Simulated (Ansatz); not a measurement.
# InSe (R3m) in Ansatz: notebook, part 2 of 2

Ansatz 0.2.0. Earlier steps stand in the parts before.

### 3 Band structure, PBE0

File input:

```
crystal:
  lattice:
    - [2.0, 1.1547005384, 8.44]
    - [-2.0, 1.1547005384, 8.44]
    - [0.0, -2.3094010768, 8.44]
  atoms:
    - { symbol: In, position: [0.8886, 0.8886, 0.8886] }
    - { symbol: In, position: [0.0, 0.0, 0.0] }
    - { symbol: Se, position: [0.1719, 0.1719, 0.1719] }
    - { symbol: Se, position: [0.3835, 0.3835, 0.3835] }
hamiltonian:
  xc: pbe0
  pseudopotentials: { kind: paw }
kpoints:
  mp_grid: { grid: [6, 6, 6] }
  band_path:
    path:
      - [[0.0, 0.0, 0.0], [0.5, 0.0, 0.0], [0.5, 0.1791451724, -0.1791451724]]
      - [[0.8208548276, 0.5, 0.1791451724], [0.5, 0.5, 0.5], [0.0, 0.0, 0.0], [0.3395725862, 0.0, -0.3395725862]]
      - [[0.6604274138, 0.3395725862, 0.0], [0.5, 0.5, 0.0], [0.6604274138, 0.6604274138, 0.1791451724], [0.5, 0.5, 0.5]]
      - [[0.5, 0.0, 0.0], [0.8208548276, 0.3395725862, 0.3395725862]]
    npoints: 4
scf:
  occupations: { method: fermi_dirac, width: 0.05 }
  n_extra_bands: 10
output:
  forces: true
  stress: true
  eigenvalues: true
  fatbands: false
```

Potentials or basis: Ansatz PAW.

Log:

```text
Warning: output.stress: scf.convergence.dr2_threshold = 1e-7 eV (the SCF's general default) is looser than the 4e-10 eV advised for a printed stress (1e-10 eV for each atom of the cell: 4). What an SCF threshold leaves in a stress goes as its square root, and in the free energy as the threshold itself, and one threshold admits the most on a small cell: of the crystals measured, under no hybrid functional and no lock of the moments, on runs that ended without the residual-converged pass, on stresses that held no estimate of that error, the worst erred by over 100 MPa in a component at 1e-7 eV an atom and by under 5 at 1e-10. Set scf.convergence.dr2_threshold to 4e-10 eV or tighter. The threshold is an SCF's pass mark: one that does not reach it within its budget of iterations ends unconverged, or closes short of it on a stop that the run arms, and scf.convergence.dr2_threshold's page says what that costs each kind of run
Warning: output.stress: scf.exx.energy_threshold = 1e-6 eV is looser than the 4e-8 eV advised for a stress under a hybrid functional (1e-8 eV for each atom of the cell: 4). Every SCF of the exchange loop can meet its threshold on dr2 while the loop round them stops early: no threshold on dr2 bounds what that leaves in the stress. Set scf.exx.energy_threshold to 4e-8 eV or tighter. The threshold is the loop's pass mark: a loop that does not reach it within its budget of cycles ends unconverged, and scf.exx.energy_threshold's page has the law
basis.fft_grid_basis auto: the FFT boxes are laid along the combinations [[1, 0, -1], [0, 1, -1], [0, 0, 1]] of the cell's own vectors, 4.000, 4.000 and 8.750 Å long. The dense box has 27×27×60 points. Along the cell's own vectors, as sized, it would have 60×60×60, 4.94 times as many. Of the 6 symmetry operations that the crystal satisfies within crystal.symmetry.tolerance (time reversal apart; of a slab, those that keep its plane) the dense box along the cell's own vectors carries 6, and the one as laid loses 4 of those. basis.fft_grid_basis: typed keeps the cell's own vectors: state it where this run's energies or levels are differenced outside the engine with another run's, or held beside a run that keeps those vectors.
scf.n_extra_bands = 10 over 29 filled bands (N_el = 58.0): the run solves 39 bands
GPUs: using 1 of 1 available (devices: 1).
Engine: ansatz 0.2.0, x86_64-unknown-linux-gnu
Pseudopotentials: kind: paw
Pseudopotential: In, paw, valence charge 13, recommended cutoff 420 eV (normal), In.paw.azcp
Pseudopotential: Se, paw, valence charge 16, recommended cutoff 420 eV (normal), Se.paw.azcp
Functional definition: PBE0
  parameter a = 0.25
  parameter kappa = 0.804
  parameter beta = 0.06672455060314922
  exchange = (1 - a)*pbe_x(kappa = kappa, mu = beta*pi^2/3) + a*exact_x
  correlation = pbe_c(beta = beta)
device memory: the entry about to start is reckoned to put 1.7 GiB on a device that reports 71.2 GiB free (of which the cap on the GPU budget leaves the run 18.0 GiB)
GPU FFT provider: cuFFT
GPU libraries: cuBLAS 13.8.2, cuFFT 12.4.0, cuSOLVER 12.3.4
Crystal: 4 atoms, lattice volume = 116.948 Å³
Basis set: ecut = 420 eV, 2309 PW (Γ), FFT grids on a1−a3, a2−a3, a3, exchange–correlation on 54×54×120 points (8 copies of the dense FFT grid, shifted against one another)
Bands: 39, of which v1, the nominal top of the filled ones, is band 29 counted from 1 (28 counted from 0)
Symmetry: 6 space group operations
Space group: R3m (ITA 160), of the structure as read, at distance tolerance 4.9e-5 Å
k-points: 32 of 216 (time reversal used)
Non-local potential: In, projectors of the file, l = 0: 2, l = 1: 2, l = 2: 2, l = 3: 2
Non-local potential: Se, projectors of the file, l = 0: 2, l = 1: 2, l = 2: 3, l = 3: 1
PAW form: soft (Blöchl's): semilocal exchange-correlation on the pseudo side does not see the compensation charge
PAW frozen core: In, regenerated for the run's functional, and the local potential with it (the file was generated under x = pbe(κ = 0.804, μ = 0.2195149727645171), c = pbe(β = 0.06672455060314922))
PAW frozen core: Se, regenerated for the run's functional, and the local potential with it (the file was generated under x = pbe(κ = 0.804, μ = 0.2195149727645171), c = pbe(β = 0.06672455060314922))
PAW one-centre angular grid: In, 590 points (default); XC on 64 Gauss nodes
PAW one-centre angular grid: Se, 590 points (default); XC on 64 Gauss nodes
Initial density: superposition of atomic densities (neutral atoms: chi_scale 0, normalization atom), corrected by the library's trained network
Initial wavefunctions: pseudopotential atomic-orbital guess
GPU buffer pool allocated for 43740 grid points (all kernels)
[... 53 lines left out ...]
Frozen-core exchange: fock
SCF iter   1: F=—  HF=-22145.385729 eV  |F-HF|=—  |Δ(HF+E_count)|=         —  Δρ=9.39e-7  dr2=9.26e-10  ethr=5.43e-10  ⟨swp⟩=9.7  Hψ=2886  notcnv=0
preconditioner: auto → none  [insulator: Δε(μ)=1.762 eV  Ē_g=18.348 eV  σ=0.050 eV  W_gap=1.00  n_scr=30 (ndim 8)  ℏωp=21.2 eV  f_vac=0.083  D(μ)=0.00/eV (n_scr^D=0)]
SCF iter   2: F=-22145.385729 eV  HF=-22145.385729 eV  |F-HF|=7.64e-11  |Δ(HF+E_count)|=  6.66e-10  Δρ=3.30e-7  dr2=1.61e-10  ethr=1.50e-12  ⟨swp⟩=4.0  Hψ=3742  notcnv=0
SCF 4 converged in 2 iterations: F = -22145.385729 eV  dr2 = 1.61e-10
  Residual-converged pass: ⟨swp⟩=2.9  Hψ=2221  notcnv=0  max |occ|·‖R‖ = 5.1e-7 eV (tolerance 5.3e-7 eV)  dr2=1.61e-10  dr2_onsite=6.79e-11  max |Δocc| = 5.2e-18
hybrid outer 3: dexx = +6.197e-10 eV, tail = 4.76e-10 eV, Δε = 8.15e-5 eV (about 1.60e-5 eV left of the loop's levels), ΔF = 2.84e-4 eV/Å (tail 1.91e-4)
device memory: the entry about to start is reckoned to put 0.9 GiB on a device that reports 68.9 GiB free (of which the cap on the GPU budget leaves the run 18.0 GiB)
NSCF: frozen V_eff on 40 k-points, pencils in batches of 32, up to order 172
hybrid SCF converged: 3 outer / 16 inner (+4 warm-up), last move |dexx| = 6.20e-10 eV, tail = 4.76e-10 eV
Stability not checked: this state was not tested for a lower state beside it, because the functional holds exact exchange (a hybrid, or Hartree-Fock), whose exchange loop this test does not read (fock_operator; see scf.lower_state_search)
Free energy (F): -22145.385729 eV
Frozen-core exchange: fock
Harris-Foulkes:  -22145.385729 eV  (|F-HF|=7.64e-11)
Internal energy: -22145.385729 eV  (E = F + TS)
E sigma→0 (E₀):  -22145.385729 eV
Fermi energy:    7.419864 eV
--- Per-component energies (eV) ---
  E_band       = -1080.885549
  E_kinetic    = 722.189128
  E_local      = -7919.427229  (includes V_loc(G=0)·N_el)
  E_nonlocal   = -457.592546
  E_hartree    = 3654.923340
  E_xc         = -490.420036
  E_vxc        = -304.074666  (∫ρ·V_xc dr)
  E_exx        = -225.226691  (= α·E_x^exact, valence–valence)
  E_paw        = -12064.482184  (= ΣΔE_a)
  E_vpaw       = 18.627689  (= ΣTr[D̂ρ^β])
  E_aug_tail   = -0.001159  (compensation charges beyond the density's cutoff)
  E_ewald      = -5364.203816
  E_core_change = -1.144536  (= ΣΔE_core)
  E_smearing   = -0.000000  (= −TS)
  E_closure    = 0.000000  (closes the sum)
  Σ components = -22145.385729   (vs F -22145.385729, Δ=0.00e0)
--- Forces (eV/Å), atoms counted from 1 ---
  atom   1  In     0.00000000    -0.00000000     0.17864944
  atom   2  In     0.00000000     0.00000000    -0.15980081
  atom   3  Se     0.00000000     0.00000000     0.06950201
  atom   4  Se     0.00000000     0.00000000    -0.08834265
  max |Σ_I F_I| component: 7.99e-6 eV/Å
--- Stress (GPa, compression-positive) ---
        1.202732       0.000000      -0.000000
        0.000000       1.202732      -0.000000
        0.000000      -0.000000       0.190715
  P = ⅓ Tr σ = 0.8654 GPa (8.654 kbar)
--- Band table (eV; the first three rows and the last of 32) ---
  k-point 0: bands = ["-44.7917", "-44.7917", "-44.7821", "-44.7821", "-44.7629", "-44.7629", "-44.7548", "-44.7548", "-44.7510", "-44.7434", "-10.1259", "-9.9686", "-9.9686", "-9.8950", "-9.8950", "-9.8621", "-9.8621", "-9.6848", "-9.6848", "-9.6566", "-8.4181", "-7.9903", "-0.4504", "2.8349", "4.8995", "5.0648", "5.0648", "5.1663", "5.1663", "9.6284", "10.0453", "12.4739", "12.4739", "13.2366", "13.6236", "13.6236", "15.6075", "16.7173", "17.2712"]
  k-point 1: bands = ["-44.7916", "-44.7916", "-44.7820", "-44.7820", "-44.7629", "-44.7629", "-44.7548", "-44.7548", "-44.7510", "-44.7433", "-10.1357", "-10.0375", "-9.9789", "-9.9618", "-9.8756", "-9.8694", "-9.8511", "-9.7218", "-9.6875", "-9.5985", "-8.1158", "-7.7289", "-0.2254", "2.2868", "3.5408", "4.4530", "4.7097", "4.8575", "5.3723", "10.1392", "10.7010", "11.7763", "12.5748", "12.7301", "13.8882", "14.2572", "14.8352", "16.4211", "17.1668"]
  k-point 2: bands = ["-44.7916", "-44.7915", "-44.7820", "-44.7819", "-44.7629", "-44.7628", "-44.7548", "-44.7548", "-44.7509", "-44.7433", "-10.2231", "-10.1109", "-10.0652", "-9.9564", "-9.8836", "-9.8370", "-9.8202", "-9.7450", "-9.6920", "-9.5439", "-7.4567", "-7.1727", "-0.1318", "0.9996", "2.2546", "4.1496", "4.1556", "4.2904", "5.2332", "9.3437", "10.0266", "11.7162", "12.2524", "12.9017", "14.7022", "14.7408", "15.4679", "15.9794", "16.6240"]
  k-point 31: bands = ["-44.7917", "-44.7917", "-44.7821", "-44.7821", "-44.7629", "-44.7629", "-44.7548", "-44.7548", "-44.7510", "-44.7434", "-10.1261", "-9.9688", "-9.9688", "-9.8948", "-9.8948", "-9.8622", "-9.8622", "-9.6847", "-9.6847", "-9.6596", "-8.2873", "-8.1359", "-0.0305", "1.7268", "4.9886", "4.9886", "5.2512", "5.2512", "6.5381", "8.2999", "10.1368", "12.3800", "12.3800", "13.7485", "13.7648", "13.7648", "16.0658", "16.9223", "16.9223"]
```

Run time: 4.1 min. Hardware: 1 × NVIDIA H100 80GB HBM3 with 2 threads of AMD EPYC 7R13 (Zen 3), shared host; peak memory 5.7 GiB.

Results:

```yaml
Free_energy: -22145.3857 eV
Pressure: 0.9 GPa
Largest_force: 0.179 eV/Å
Band_gap_on_the_k_mesh: 1.76 eV, direct
Band_gap_along_the_path: 1.76 eV, direct
```

Forces on the atoms (eV/Å):
```
In   0.000  0.000  0.179
In   0.000  0.000 -0.160
Se   0.000  0.000  0.070
Se   0.000  0.000 -0.088
```

Stress tensor (GPa, compression positive):
```
1.20 0.00 0.00
0.00 1.20 0.00
0.00 0.00 0.19
```

Levels at the corners of the path, in eV from the valence-band top:
| point | band 25 | band 26 | band 27 | band 28 | band 29 | band 30 | band 31 | band 32 | band 33 | band 34 |
| --- | --- | --- | --- | --- | --- | --- | --- | --- | --- | --- |
| Γ | -1.64 | -1.47 | -1.47 | -1.37 | -1.37 | 3.09 | 3.51 | 5.94 | 5.94 | 6.70 |
| L | -3.86 | -2.66 | -2.62 | -2.50 | -1.83 | 2.45 | 3.39 | 5.05 | 5.41 | 6.34 |
| B1 | -4.45 | -4.10 | -2.86 | -2.53 | -1.90 | 2.94 | 3.93 | 4.76 | 5.91 | 7.48 |
| B | -4.45 | -4.10 | -2.86 | -2.53 | -1.90 | 2.94 | 3.93 | 4.76 | 5.91 | 7.48 |
| Z | -1.55 | -1.55 | -1.29 | -1.29 | 0.00 | 1.76 | 3.60 | 5.84 | 5.84 | 7.21 |
| Γ | -1.64 | -1.47 | -1.47 | -1.37 | -1.37 | 3.09 | 3.51 | 5.94 | 5.94 | 6.70 |
| X | -4.46 | -4.12 | -2.90 | -2.51 | -1.87 | 2.99 | 3.83 | 4.81 | 5.86 | 7.50 |
| Q | -4.46 | -4.12 | -2.90 | -2.51 | -1.87 | 2.99 | 3.83 | 4.81 | 5.86 | 7.50 |
| F | -3.58 | -2.99 | -2.79 | -2.31 | -1.64 | 2.52 | 3.29 | 4.68 | 5.00 | 5.90 |
| P1 | -3.63 | -2.90 | -2.76 | -2.34 | -1.77 | 2.74 | 3.11 | 4.76 | 5.18 | 5.99 |
| Z | -1.55 | -1.55 | -1.29 | -1.29 | 0.00 | 1.76 | 3.60 | 5.84 | 5.84 | 7.21 |
| L | -3.86 | -2.66 | -2.62 | -2.50 | -1.83 | 2.45 | 3.39 | 5.05 | 5.41 | 6.34 |
| P | -3.63 | -2.90 | -2.76 | -2.34 | -1.77 | 2.74 | 3.11 | 4.76 | 5.18 | 5.99 |

Caveat: spin-orbit coupling is left out, which moves the levels of the heavy elements; the PAW data sets come from PBE, with cores solved anew for the run's functional, which leaves a small shift of forces and pressure; the thresholds are loose for stress.

### 4 Against experiment

Step 2. Against the measured gap of InSe, 1.25 eV (300 K; “The Interaction of Hydrogen with the van der Waals Crystal γ-InSe”, 2020, pmc:7321205), the calculated 1.18 eV is off by -0.07 eV. Spin-orbit coupling on In, Se is left out. The value is that of HSE06, without temperature or zero-point motion.

Step 3. Measured gap of InSe: 1.25 eV (300 K; “The Interaction of Hydrogen with the van der Waals Crystal γ-InSe”, 2020, pmc:7321205). This calculation gives 1.76 eV (+0.51 eV). Spin-orbit coupling on In, Se is left out. The value is that of PBE0, without temperature or zero-point motion.
